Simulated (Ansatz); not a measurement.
Wires are cut from relaxed bulk GaN (P6_3mc, 11.76 Å³/atom, gap on the mesh 1.71 eV); atoms and period are relaxed, and energies count from that bulk. Caps count from half an H2 molecule.

The calculation used DFT PBE, scalar-relativistic, plane waves, PAW (Ansatz).

Cutoff 420 eV, Gaussian smearing of 0.05 eV, energies at zero smearing, symmetry of each start kept, no spin polarisation.

| start | atoms | k mesh | excess energy (eV per host atom) | line energy (eV/Å) | period (Å) | gap on the mesh (eV) | highest filled level or Fermi level under vacuum (eV) |
| --- | --- | --- | --- | --- | --- | --- | --- |
| [001] wire, 6 host atoms a period with H caps | 16 | 1×1×6 | -0.044 | -0.049 | 5.344 | 5.07 | 6.54 |
| [001] wire, 8 host atoms a period with H caps | 20 | 1×1×6 | -0.003 | -0.004 | 5.349 | 4.61 | 6.38 |
| [001] wire, 12 host atoms a period with H caps | 28 | 1×1×6 | -0.022 | -0.050 | 5.328 | 4.84 | 6.39 |

Each run keeps its start's symmetry and one magnetic start, so lower states can exist.